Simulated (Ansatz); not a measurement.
# Pt (Im-3m) in Ansatz: notebook

Aim: see how the results for Pt move with the level of theory and the settings. Levels: LDA, PBE. Tasks: phonons, elastic constants.

All numbers are computed with Ansatz 0.2.0; they aren't measurements. Logs are shortened: lines on timing, memory, paths and dates and some standing lists are left out, and cuts for length are marked.

## Step 1: The structure

Symmetry: Im-3m, No. 229, cubic system. The conventional cell has a = 3.168 Å, b = 3.168 Å, c = 3.168 Å, α = 90.00°, β = 90.00°, γ = 90.00°. Pt (site symmetry m-3m) is surrounded by 8 Pt at 2.74 Å.

This isn't the form of Pt at room conditions, which is fcc.

## Step 2: Phonons, LDA

Input file input.yaml:

```yaml
crystal:
  lattice:
    - [-1.58422, 1.58422, 1.58422]
    - [1.58422, -1.58422, 1.58422]
    - [1.58422, 1.58422, -1.58422]
  atoms:
    - { symbol: Pt, position: [0.0, 0.0, 0.0] }
hamiltonian:
  xc: lda
  pseudopotentials: { kind: paw }
kpoints:
  mp_grid: { grid: [9, 9, 9] }
scf:
  occupations: { method: fermi_dirac, width: 0.05 }
phonons:
  method: dfpt
```

Potentials or basis: Ansatz PAW.

The run is started by

```bash
ansatz run input.yaml --threads 2 --pin off --max-ram 5632MiB --backend cpu --events-out ev --progress --plain --runs-dir out
```

What it wrote:

```text
Warning: RAYON_NUM_THREADS=2 ignored (pool sized by the plan → 2); use --threads N
Engine: ansatz 0.2.0, aarch64-unknown-linux-gnu
Pseudopotentials: kind: paw
Pseudopotential: Pt, paw, valence charge 18, recommended cutoff 420 eV (normal), Pt.paw.azcp
Functional definition: SPW92
  exchange = slater_x
  correlation = pw_c
Crystal: 1 atoms, lattice volume = 15.904 Å³
Basis set: ecut = 420 eV, 321 PW (Γ), exchange–correlation on 40×40×40 points (8 copies of the dense FFT grid, shifted against one another)
Bands: 13, of which v1, the nominal top of the filled ones, is band 9 counted from 1 (8 counted from 0)
Symmetry: 48 space group operations
k-points: 75 of 729 (irreducible under 8 space group operations, time reversal used)
Non-local potential: Pt, projectors of the file, l = 0: 3, l = 1: 2, l = 2: 2, l = 3: 1
PAW form: soft (Blöchl's): semilocal exchange-correlation on the pseudo side does not see the compensation charge
PAW frozen core: Pt, regenerated for the run's functional, and the local potential with it (the file was generated under x = pbe(κ = 0.804, μ = 0.2195149727645171), c = pbe(β = 0.06672455060314922))
PAW one-centre angular grid: Pt, 590 points (default); XC on 64 Gauss nodes
Initial density: superposition of atomic densities (neutral atoms: chi_scale 0, normalization atom), corrected by the library's trained network
Initial wavefunctions: pseudopotential atomic-orbital guess
Functional: x = slater, c = lda
SCF iter   1: F=—  HF=-12244.839041 eV  |F-HF|=—  |Δ(HF+E_count)|=         —  Δρ=6.74e-3  dr2=3.04e-3  ethr=1.77e-3  ⟨swp⟩=5.0  Hψ=5459  notcnv=0
preconditioner: auto → none  [metal: Δε(μ)=0.041 eV  Ē_g=13.519 eV  σ=0.050 eV  W_gap=0.20  n_scr=0 (ndim 8)  ℏωp=29.4 eV  f_vac=0.000  D(μ)=1.39/eV (n_scr^D=18)]
SCF iter   2: F=—  HF=-12244.838229 eV  |F-HF|=—  |Δ(HF+E_count)|=   8.12e-4  Δρ=2.89e-3  dr2=3.37e-4  ethr=1.69e-5  ⟨swp⟩=2.3  Hψ=1941  notcnv=0
SCF iter   3: F=—  HF=-12244.838203 eV  |F-HF|=—  |Δ(HF+E_count)|=   2.56e-5  Δρ=1.37e-3  dr2=6.04e-5  ethr=1.87e-6  ⟨swp⟩=2.5  Hψ=1698  notcnv=0
SCF iter   4: F=—  HF=-12244.838208 eV  |F-HF|=—  |Δ(HF+E_count)|=   4.42e-6  Δρ=3.55e-4  dr2=3.89e-6  ethr=3.36e-7  ⟨swp⟩=1.0  Hψ=975  notcnv=0
SCF iter   5: F=—  HF=-12244.838207 eV  |F-HF|=—  |Δ(HF+E_count)|=   4.00e-7  Δρ=4.56e-5  dr2=6.94e-8  ethr=2.16e-8  ⟨swp⟩=1.0  Hψ=978  notcnv=0
SCF iter   6: F=—  HF=-12244.838209 eV  |F-HF|=—  |Δ(HF+E_count)|=   1.47e-6  Δρ=3.32e-6  dr2=3.94e-10  ethr=3.86e-10  ⟨swp⟩=2.7  Hψ=1542  notcnv=0
SCF iter   7: F=—  HF=-12244.838209 eV  |F-HF|=—  |Δ(HF+E_count)|=  1.07e-10  Δρ=1.53e-6  dr2=8.31e-11  ethr=2.19e-12  ⟨swp⟩=2.0  Hψ=1650  notcnv=0
SCF iter   8: F=-12244.838209 eV  HF=-12244.838209 eV  |F-HF|=0.00e0  |Δ(HF+E_count)|=  4.37e-11  Δρ=2.22e-7  dr2=1.59e-12  ethr=1.00e-12  ⟨swp⟩=3.9  Hψ=3790  notcnv=0
SCF 1 converged in 8 iterations: F = -12244.838209 eV  dr2 = 1.59e-12
DFPT response loops at Γ: preconditioner auto → Kerker (q_TF=auto, 2.785 Å⁻¹) (partly filled bands, converged f_vac=0.000); β = 1.00, the filter's whole step (`scf.mixing.beta` (0.50) is not read by the response loops under this deck's `scf.mixing.preconditioner`; to damp them name `kerker` or `kerker_dos`, under which they read `scf.mixing.beta`, and type it under 1.00, their step now; both keys bind the ground state too); Broyden in place of MSR1
SCF converged after 8 iterations
Free energy (F): -12244.838209 eV
Harris-Foulkes:  -12244.838209 eV  (|F-HF|=0.00e0)
Internal energy: -12244.827370 eV  (E = F + TS)
E sigma→0 (E₀):  -12244.832789 eV
Entropy (-TS):   -0.010838 eV (-10.838 meV/atom)
Fermi energy:    21.102292 eV
--- Per-component energies (eV) ---
  E_band       = -159.474875
  E_kinetic    = 636.935829
  E_local      = -1538.419198  (includes V_loc(G=0)·N_el)
  E_nonlocal   = 207.069597
  E_hartree    = 565.783222
  E_xc         = -259.721753
  E_vxc        = -301.869385  (∫ρ·V_xc dr)
  E_paw        = -9177.578041  (= ΣΔE_a)
  E_vpaw       = -294.758331  (= ΣTr[D̂ρ^β])
  E_aug_tail   = 0.000171  (compensation charges beyond the density's cutoff)
  E_ewald      = -2679.361068
  E_core_change = 0.463869  (= ΣΔE_core)
  E_smearing   = -0.010838  (= −TS)
  E_closure    = -0.000000  (closes the sum)
  Σ components = -12244.838209   (vs F -12244.838209, Δ=0.00e0)
--- Band table (eV; the first three rows and the last of 75) ---
  k-point 0: bands = ["-76.9845", "-30.8948", "-30.8948", "-30.8948", "11.7233", "17.7442", "17.7442", "17.7442", "20.2548", "20.2548", "38.3033", "38.3033", "38.3033"]
  k-point 1: bands = ["-76.9812", "-30.9425", "-30.9116", "-30.8945", "12.2159", "17.5574", "17.7396", "18.1403", "20.0356", "20.2697", "38.4553", "38.5453", "39.0163"]
  k-point 2: bands = ["-76.9729", "-31.0621", "-30.9539", "-30.8936", "13.4806", "17.1143", "17.7330", "19.2505", "19.8131", "20.3318", "36.6559", "37.6828", "40.9590"]
  k-point 74: bands = ["-76.9348", "-31.1916", "-31.1848", "-31.1848", "15.3297", "15.3735", "21.3184", "21.3184", "21.5825", "27.4533", "29.5392", "29.5392", "34.8830"]
--- Phonons (Γ-DFPT): 1 representative perturbation + reference, on 75 of 729 k-points (Σ response iterations 3) ---
  k mesh reduced under 8 symmetry operations, with k and −k counted as one. Each operation leaves every solved perturbation unchanged. A smaller set is not used because it would not reduce the number of displacements times k-points to solve
  ASR residual: 6.878e-4 → 0.000e0 eV/Å²; symmetrization residual: 4.337e-19 eV/Å²
  ASR residual per site (eV/Å²): 6.88e-4
  Γ frequencies (cm⁻¹): 0.00 0.00 0.00
  non-analytic LO–TO correction: not included (Born effective charges unavailable; polar crystals: no LO–TO splitting at Γ)
```

Run time: 1.7 s. Hardware: 2 threads of Arm Neoverse V2, shared host; peak memory 0.31 GiB.

Results:

| Quantity | Value |
| --- | --- |
| Free energy | -12244.8382 eV |
| Band gap on the k mesh | none (metal or under the smearing width) |

Caveat: the PAW data sets come from PBE, with cores solved anew for the run's functional, which leaves a small shift of forces and pressure.

## Step 3: Elastic constants, LDA

Changes to input.yaml since step 2:

```diff
@@ -14,3 +14,7 @@
   occupations: { method: fermi_dirac, width: 0.05 }
-phonons:
-  method: dfpt
+output:
+  forces: true
+  stress: true
+elastic:
+  mode: clamped_ion
+  stencil: two_point
```

Potentials or basis: Ansatz PAW.

The run is started by

```bash
ansatz run input.yaml --threads 2 --pin off --max-ram 5632MiB --backend cpu --events-out ev --progress --plain --runs-dir out
```

Wall time 2.9 s (2 threads of Arm Neoverse V2, shared host); peak memory 0.28 GiB.

The run converged. Its results:

| Quantity | Value |
| --- | --- |
| Free energy | -12244.8382 eV |
| Pressure | -16.5 GPa |
| Band gap on the k mesh | none (metal or under the smearing width) |
| Elastic constants C11, C12, C44 | 89, 264, 150 GPa |
| Voigt bulk modulus | 205 GPa |

Levels at points of the mesh, in eV from the Fermi level:
```
           k point  band 6  band 7  band 8  band 9  band 10  band 11  band 12  band 13
(0.00, 0.00, 0.00)   -3.36   -3.36   -3.36   -0.85    -0.85    17.20    17.20    17.20
```

Elastic tensor in Voigt notation (GPa, in the Cartesian axes of the cell as first typed):
```
 89 264 264   0   0   0
264  89 264   0   0   0
264 264  89   0   0   0
  0   0   0 150   0   0
  0   0   0   0 150   0
  0   0   0   0   0 150
```

Caveat: the cell is more than 3 GPa from zero pressure, which shifts response properties; the elastic tensor has a negative eigenvalue, so either the cell is unstable as it stands or the mesh is too thin; so large a pressure means that the cell lies far from this level's equilibrium, or that cutoff or potentials fall short; the PAW data sets come from PBE, with cores solved anew for the run's functional, which leaves a small shift of forces and pressure. The run has no spin-orbit coupling, so splittings on Pt are missing.

## Step 4: Phonons, PBE

Changes to input.yaml since step 3:

```diff
@@ -8,3 +8,3 @@
 hamiltonian:
-  xc: lda
+  xc: pbe
   pseudopotentials: { kind: paw }
@@ -14,7 +14,3 @@
   occupations: { method: fermi_dirac, width: 0.05 }
-output:
-  forces: true
-  stress: true
-elastic:
-  mode: clamped_ion
-  stencil: two_point
+phonons:
+  method: dfpt
```

Potentials or basis: Ansatz PAW.

The run is started by

```bash
ansatz run input.yaml --threads 2 --pin off --max-ram 5632MiB --backend cpu --events-out ev --progress --plain --runs-dir out
```

What it wrote:

```text
Warning: RAYON_NUM_THREADS=2 ignored (pool sized by the plan → 2); use --threads N
[... 3 set-up lines as earlier in the session ...]
Functional definition: PBE
  parameter kappa = 0.804
  parameter beta = 0.06672455060314922
  exchange = pbe_x(kappa = kappa, mu = beta*pi^2/3)
  correlation = pbe_c(beta = beta)
Crystal: 1 atoms, lattice volume = 15.904 Å³
Basis set: ecut = 420 eV, 321 PW (Γ), exchange–correlation on 40×40×40 points (8 copies of the dense FFT grid, shifted against one another)
Bands: 13, of which v1, the nominal top of the filled ones, is band 9 counted from 1 (8 counted from 0)
[... 1 set-up line as earlier in the session ...]
k-points: 75 of 729 (irreducible under 8 space group operations, time reversal used)
[... 5 set-up lines as earlier in the session ...]
Functional: x = pbe(κ = 0.804, μ = 0.2195149727645171), c = pbe(β = 0.06672455060314922)
SCF iter   1: F=—  HF=-12522.935794 eV  |F-HF|=—  |Δ(HF+E_count)|=         —  Δρ=3.02e-3  dr2=2.80e-4  ethr=1.77e-3  ⟨swp⟩=4.9  Hψ=5295  notcnv=0
preconditioner: auto → none  [metal: Δε(μ)=0.027 eV  Ē_g=13.565 eV  σ=0.050 eV  W_gap=0.13  n_scr=0 (ndim 8)  ℏωp=29.4 eV  f_vac=0.000  D(μ)=1.42/eV (n_scr^D=18)]
SCF iter   2: F=—  HF=-12522.936524 eV  |F-HF|=—  |Δ(HF+E_count)|=   7.30e-4  Δρ=1.59e-3  dr2=7.91e-5  ethr=1.56e-6  ⟨swp⟩=2.6  Hψ=2237  notcnv=0
SCF iter   3: F=—  HF=-12522.936725 eV  |F-HF|=—  |Δ(HF+E_count)|=   2.01e-4  Δρ=4.08e-4  dr2=2.58e-5  ethr=4.40e-7  ⟨swp⟩=2.0  Hψ=1354  notcnv=0
SCF iter   4: F=—  HF=-12522.936717 eV  |F-HF|=—  |Δ(HF+E_count)|=   8.61e-6  Δρ=3.56e-5  dr2=9.55e-8  ethr=1.43e-7  ⟨swp⟩=2.1  Hψ=1334  notcnv=0
SCF iter   5: F=—  HF=-12522.936718 eV  |F-HF|=—  |Δ(HF+E_count)|=   1.94e-6  Δρ=1.88e-5  dr2=2.18e-8  ethr=5.31e-10  ⟨swp⟩=1.8  Hψ=1214  notcnv=0
SCF iter   6: F=—  HF=-12522.936718 eV  |F-HF|=—  |Δ(HF+E_count)|=  1.04e-10  Δρ=1.84e-6  dr2=3.60e-10  ethr=1.21e-10  ⟨swp⟩=2.3  Hψ=1345  notcnv=0
SCF iter   7: F=—  HF=-12522.936718 eV  |F-HF|=—  |Δ(HF+E_count)|=  8.19e-11  Δρ=3.95e-7  dr2=1.43e-11  ethr=2.00e-12  ⟨swp⟩=2.4  Hψ=1396  notcnv=0
SCF iter   8: F=-12522.936718 eV  HF=-12522.936718 eV  |F-HF|=5.46e-12  |Δ(HF+E_count)|=  1.82e-12  Δρ=1.67e-8  dr2=2.96e-14  ethr=1.00e-12  ⟨swp⟩=4.9  Hψ=3472  notcnv=0
SCF 1 converged in 8 iterations: F = -12522.936718 eV  dr2 = 2.96e-14
DFPT response loops at Γ: preconditioner auto → Kerker (q_TF=auto, 2.785 Å⁻¹) (partly filled bands, converged f_vac=0.000); β = 1.00, the filter's whole step (`scf.mixing.beta` (0.50) is not read by the response loops under this deck's `scf.mixing.preconditioner`; to damp them name `kerker` or `kerker_dos`, under which they read `scf.mixing.beta`, and type it under 1.00, their step now; both keys bind the ground state too); Broyden in place of MSR1
SCF converged after 8 iterations
Free energy (F): -12522.936718 eV
Harris-Foulkes:  -12522.936718 eV  (|F-HF|=5.46e-12)
Internal energy: -12522.925704 eV  (E = F + TS)
E sigma→0 (E₀):  -12522.931211 eV
Entropy (-TS):   -0.011014 eV (-11.014 meV/atom)
Fermi energy:    21.473240 eV
--- Per-component energies (eV) ---
  E_band       = -152.348203
  E_kinetic    = 636.979716
  E_local      = -1531.723467  (includes V_loc(G=0)·N_el)
  E_nonlocal   = 199.999721
  E_hartree    = 566.628075
  E_xc         = -261.447702
  E_vxc        = -302.383004  (∫ρ·V_xc dr)
  E_paw        = -9454.001174  (= ΣΔE_a)
  E_vpaw       = -288.477522  (= ΣTr[D̂ρ^β])
  E_aug_tail   = 0.000194  (compensation charges beyond the density's cutoff)
  E_ewald      = -2679.361068
  E_smearing   = -0.011014  (= −TS)
  E_closure    = 0.000000  (closes the sum)
  Σ components = -12522.936718   (vs F -12522.936718, Δ=0.00e0)
--- Band table (eV; the first three rows and the last of 75) ---
  k-point 0: bands = ["-76.4841", "-30.5078", "-30.5078", "-30.5078", "12.1604", "18.1382", "18.1382", "18.1382", "20.5991", "20.5991", "38.6712", "38.6712", "38.6712"]
  k-point 1: bands = ["-76.4808", "-30.5554", "-30.5245", "-30.5074", "12.6524", "17.9515", "18.1329", "18.5332", "20.3817", "20.6140", "38.8207", "38.9033", "39.3818"]
  k-point 2: bands = ["-76.4723", "-30.6748", "-30.5667", "-30.5066", "13.9137", "17.5084", "18.1230", "19.6398", "20.1660", "20.6760", "37.0470", "38.0541", "41.3162"]
  k-point 74: bands = ["-76.4340", "-30.8040", "-30.7973", "-30.7973", "15.6908", "15.7349", "21.6977", "21.6977", "21.9596", "27.8949", "29.9664", "29.9664", "35.4111"]
--- Phonons (Γ-DFPT): 1 representative perturbation + reference, on 75 of 729 k-points (Σ response iterations 3) ---
  k mesh reduced under 8 symmetry operations, with k and −k counted as one. Each operation leaves every solved perturbation unchanged. A smaller set is not used because it would not reduce the number of displacements times k-points to solve
  ASR residual: 5.640e-4 → 0.000e0 eV/Å²; symmetrization residual: 4.337e-19 eV/Å²
  ASR residual per site (eV/Å²): 5.64e-4
  Γ frequencies (cm⁻¹): 0.00 0.00 0.00
  non-analytic LO–TO correction: not included (Born effective charges unavailable; polar crystals: no LO–TO splitting at Γ)
```

Wall time 1.7 s (2 threads of Arm Neoverse V2, shared host); peak memory 0.32 GiB.

Results:

* Free energy: -12522.9367 eV
* Band gap on the k mesh: none (metal or under the smearing width)

Levels at points of the mesh, in eV from the Fermi level:
| k point | band 7 | band 8 | band 9 | band 10 | band 11 | band 12 |
| --- | --- | --- | --- | --- | --- | --- |
| (0.00, 0.00, 0.00) | -3.34 | -3.34 | -0.87 | -0.87 | 17.20 | 17.20 |

## Step 5: Overview

```tsv
task	level	atoms under strain	gap on the mesh (eV)
phonons	LDA	-	none
elastic constants	LDA	clamped	none
phonons	PBE	-	none
```

Alike in all rows: potentials or basis Ansatz PAW; no spin polarisation; cell as given; k mesh 9 × 9 × 9; cutoff (eV) 420; smearing fermi-dirac 0.05 eV.

Every run on the cell as given and a fine mesh finds a metal.

Caveats: the PAW data sets come from PBE, with cores solved anew for the run's functional, which leaves a small shift of forces and pressure (some runs); the cell is more than 3 GPa from zero pressure, which shifts response properties (some runs); the elastic tensor has a negative eigenvalue, so either the cell is unstable as it stands or the mesh is too thin (some runs); so large a pressure means that the cell lies far from this level's equilibrium, or that cutoff or potentials fall short (some runs).

Absolute energies hang on the potentials; compare differences alone.
